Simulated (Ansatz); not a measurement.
# Si: the cost of one run

Program: Ansatz 0.2.0. Level of theory: DFT r²SCAN, scalar-relativistic, plane waves, PAW. These are calculated values, not measurements.

## Step 1: Starting point

Symmetry: I4_1/amd, No. 141, tetragonal system. Conventional cell: a = 4.803 Å, b = 4.803 Å, c = 2.644 Å, α = 90.00°, β = 90.00°, γ = 90.00°. Around Si (site symmetry -4m2) lie 6 Si at 2.49 to 2.64 Å.

As a file:

```cif
data_structure
_symmetry_space_group_name_H-M 'P 1'
_symmetry_Int_Tables_number 1
_cell_length_a 3.6444
_cell_length_b 3.6444
_cell_length_c 3.6444
_cell_angle_alpha 97.559
_cell_angle_beta 97.559
_cell_angle_gamma 137.467
_cell_volume 30.49
loop_
_atom_site_label
_atom_site_type_symbol
_atom_site_fract_x
_atom_site_fract_y
_atom_site_fract_z
_atom_site_occupancy
Si1 Si 0.25000 0.75000 0.50000 1
Si2 Si 0.50000 0.50000 0.00000 1
```

This cell comes from an earlier session at r²SCAN: 15.247 Å³/atom at 0.01 GPa, on a 18×18×18 mesh.

## Step 2: Volume × 0.96

File input.yaml:

```yaml
crystal:
  lattice:
    - [-2.3690717408, 2.3690717408, 1.3039981289]
    - [2.3690717408, -2.3690717408, 1.3039981289]
    - [2.3690717408, 2.3690717408, -1.3039981289]
  atoms:
    - { symbol: Si, position: [0.25, 0.75, 0.5] }
    - { symbol: Si, position: [0.5, 0.5, 0.0] }
basis:
  ecutwfc: 500
  ecutrho_ratio: 4
kpoints:
  mp_grid: { grid: [20, 20, 20] }
hamiltonian:
  xc: r2scan
scf:
  occupations: { method: gaussian, width: 0.05 }
output:
  forces: true
  stress: true
  eigenvalues: true
relax:
  f_tol: 0.01
  max_steps: 40
  cell: { stress_tol: 0.1, fix: [volume] }
```

The run is started by

```
$ ansatz run input.yaml --threads 1 --pin off --max-ram 2560MiB --backend cpu --events-out ev --progress --plain --runs-dir out
```

What time and memory should one allow on 1 thread of Arm Neoverse V1, shared host?

About 74 s, with a peak of 0.59 GiB.
